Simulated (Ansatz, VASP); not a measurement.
# GaS: VASP beside Ansatz

Contents of INCAR:

```
SYSTEM = GaS
PREC = Accurate
ENCUT = 600
EDIFF = 1E-6
ISMEAR = 0
SIGMA = 0.02
LREAL = .FALSE.
LASPH = .TRUE.
NELM = 100
ALGO = Fast
ISIF = 3
LWAVE = .FALSE.
LCHARG = .FALSE.
GGA = PE
IBRION = 2
NSW = 100
EDIFFG = -0.01
```

KPOINTS

```
regular mesh
0
G
  9 9 2
  0 0 0
```

The input POSCAR:

```
GaS
1.0
    3.5932474100      0.0000000000      0.0000000000
   -1.7966237100      3.1118435900      0.0000000000
    0.0000000000      0.0000000000     16.0146560700
Ga S
4 4
Direct
    0.3333333400      0.6666666900      0.3264495700
    0.6666666900      0.3333333400      0.8264495700
    0.6666666900      0.3333333400      0.6735504300
    0.3333333400      0.6666666900      0.1735504300
    0.3333333400      0.6666666900      0.8931489000
    0.6666666900      0.3333333400      0.3931489000
    0.6666666900      0.3333333400      0.1068511000
    0.3333333400      0.6666666900      0.6068511000
```

Input for Ansatz:

```yaml
crystal:
  lattice:
    - [3.59324741, 0.0, 0.0]
    - [-1.79662371, 3.11184359, 0.0]
    - [0.0, 0.0, 16.01465607]
  atoms:
    - { symbol: Ga, position: [0.33333334, 0.66666669, 0.32644957] }
    - { symbol: Ga, position: [0.66666669, 0.33333334, 0.82644957] }
    - { symbol: Ga, position: [0.66666669, 0.33333334, 0.67355043] }
    - { symbol: Ga, position: [0.33333334, 0.66666669, 0.17355043] }
    - { symbol: S, position: [0.33333334, 0.66666669, 0.8931489] }
    - { symbol: S, position: [0.66666669, 0.33333334, 0.3931489] }
    - { symbol: S, position: [0.66666669, 0.33333334, 0.1068511] }
    - { symbol: S, position: [0.33333334, 0.66666669, 0.6068511] }
basis:
  ecutwfc: 420
kpoints:
  mp_grid: { grid: [9, 9, 2] }
hamiltonian:
  xc: pbe
scf:
  occupations: { method: gaussian, width: 0.02 }
output:
  forces: true
  stress: true
  eigenvalues: true
relax:
  adjacent_minimum: "off"
  f_tol: 0.01
  max_steps: 80
  cell: { stress_tol: 0.05 }
```

Alike in both runs: task relaxation of cell and atoms; functional PBE; k mesh 9 × 9 × 2; occupations gaussian, width 0.02 eV; no spin polarisation.

```csv
,VASP,Ansatz
version,VASP 6.6.1,Ansatz 0.2.0
potentials or method,"VASP PAW PBE potentials, release 64 (Ga_d, S)","scalar-relativistic, plane waves, PAW"
plane-wave cutoff (eV),600,420
valence electrons in the cell,76,76
```

|  | VASP | Ansatz | Ansatz less VASP |
| --- | --- | --- | --- |
| gap on the k mesh at the Fermi level, each at its own relaxed structure (eV) | 1.99 | 2.02 | +0.032 |
| relaxed volume (Å³/atom) | 24.73 | 25.36 | +0.630 |
| relaxed cell length with the largest relative difference (Å) | 17.369 | 17.779 | +0.4100 |
| energy change over the relaxation (meV/atom) | -8 | -9 | -0.5 |

Ansatz warned: «structure_snapped_to_symmetry».

Caveats: an odd mesh through Γ misses points on the zone boundary, where band edges often lie; this functional lacks dispersion, which binds the layers, so the pressure and a relaxed spacing across them are unreliable. As with any semilocal functional, this PBE gap is likely too small.
